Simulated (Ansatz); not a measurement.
One crystal and one scan (energy against volume) at two levels, PBE (plane waves to 420 eV, PAW, scalar-relativistic; Ansatz, an electronic-structure program) and r2SCAN (plane waves to 500 eV, PAW, scalar-relativistic; Ansatz), each from its own relaxed cell and on its own mesh. The cell shown is that of PBE.

CoPt (CuAu type, space group P4/mmm)

```xyz
2
Lattice="2.6948 0.0000 0.0000 0.0000 2.6948 0.0000 0.0000 0.0000 3.7242" Properties=species:S:1:pos:R:3 pbc="T T T"
Co     1.3474     1.3474     1.8621
Pt     0.0000     0.0000     0.0000
```

This relaxed cell (volume V₀) is scaled evenly in all directions, its shape held. Symmetry pins the atoms to their sites.

Energies are smeared free energies. CoPt was relaxed with its symmetry unable to fall. Relaxed CoPt ends ferromagnetic. Spin-orbit coupling is left out, though Pt is heavy. Other magnetic orders were not checked, so this need not be the ground state. (PBE) Relaxed CoPt ends ferromagnetic. (r2SCAN) Relaxed CoPt ends ferromagnetic. With the shape held, the modulus is that of even scaling; a crystal free to change shape is softer. Percentages come from the unrounded values. Both scans cover V/V₀ from 0.940 to 1.060.

Results of PBE:

| Item | Value |
|---|---|
| Lattice constant a (Å) | 2.695 |
| Lattice constant c (Å) | 3.724 |
| Relaxed volume (Å³/atom) | 13.52 |
| Magnetic moment of the relaxed cell (μB/cell) | 2.28 |
| Pressure at the smallest volume (GPa) | 15.9 |
| Energy cost of the largest expansion (meV/atom) | 29 |
| Bulk modulus at fixed cell shape B₀ (third-order Birch-Murnaghan fit) (GPa) | 218.5 |
| Pressure for 5 % compression (fit) (GPa) | 12.8 |

Q: Estimate the r2SCAN values.

A: 
```json
[
 {"quantity": "Lattice constant a (Å)", "r2SCAN": "2.676", "PBE − r2SCAN": "+0.019 (+0.7 %)"},
 {"quantity": "Lattice constant c (Å)", "r2SCAN": "3.728", "PBE − r2SCAN": "-0.004"},
 {"quantity": "Relaxed volume (Å³/atom)", "r2SCAN": "13.35", "PBE − r2SCAN": "+0.17 (+1.3 %)"},
 {"quantity": "Magnetic moment of the relaxed cell (μB/cell)", "r2SCAN": "2.45", "PBE − r2SCAN": "-0.17 (-7 %)"},
 {"quantity": "Pressure at the smallest volume (GPa)", "r2SCAN": "16.8", "PBE − r2SCAN": "-0.9 (-5 %)"},
 {"quantity": "Energy cost of the largest expansion (meV/atom)", "r2SCAN": "31", "PBE − r2SCAN": "-2 (-4 %)"},
 {"quantity": "Bulk modulus at fixed cell shape B₀ (third-order Birch-Murnaghan fit) (GPa)", "r2SCAN": "230.7", "PBE − r2SCAN": "-12.2 (-5.3 %)"},
 {"quantity": "Pressure for 5 % compression (fit) (GPa)", "r2SCAN": "13.6", "PBE − r2SCAN": "-0.8 (-5 %)"}
]
```

PBE gives the higher value for: lattice constant a; relaxed volume. PBE gives the lower value for: magnetic moment of the relaxed cell; pressure at the smallest volume; bulk modulus at fixed cell shape B₀; pressure for 5 % compression. They agree on: lattice constant c (within 0.2 %). Neither level is exact: the differences show how much the result hangs on the functional.

(Under strain, the slope of the energy per volume gives the stress and its curvature an elastic modulus.)
